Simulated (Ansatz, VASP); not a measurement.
**CuI (Marshite): VASP beside Ansatz**

```
Cu I
1.0
     0.00000    3.01204    3.01204
     3.01204    0.00000    3.01204
     3.01204    3.01204    0.00000
Cu I
1 1
Direct
  0.25000 0.25000 0.25000
  0.00000 0.00000 0.00000
```

Alike in both runs: task single point; functional PBEsol; k mesh 6 × 6 × 6; occupations tetrahedron; no spin polarisation.

|  | VASP | Ansatz |
| --- | --- | --- |
| version | VASP 6.6.1 | Ansatz 0.2.0 |
| potentials or method | VASP PAW PBE potentials, release 64 (Cu, I) | plane waves |
| plane-wave cutoff (eV) | 520 | 420 |
| valence electrons in the cell | 18 | 36 |

|  | VASP | Ansatz | Ansatz less VASP |
| --- | --- | --- | --- |
| gap on the k mesh at the Fermi level (eV) | 1.08 | 1.06 | -0.023 |
| pressure (GPa) | -1.4 | -1.9 | -0.43 |

The functional is the same, so the differences come from potentials, cutoffs and numerics. The two sets of potentials don't hold the same shells in valence. Ansatz warned: «band_table_not_solved_further».

Caveats: the PAW data sets were made with another functional, which shifts forces and pressure a little (VASP); spin-orbit coupling is left out, which moves the levels of the heavy elements. Expect the measured gap to be larger: semilocal functionals such as PBEsol lack the derivative discontinuity.
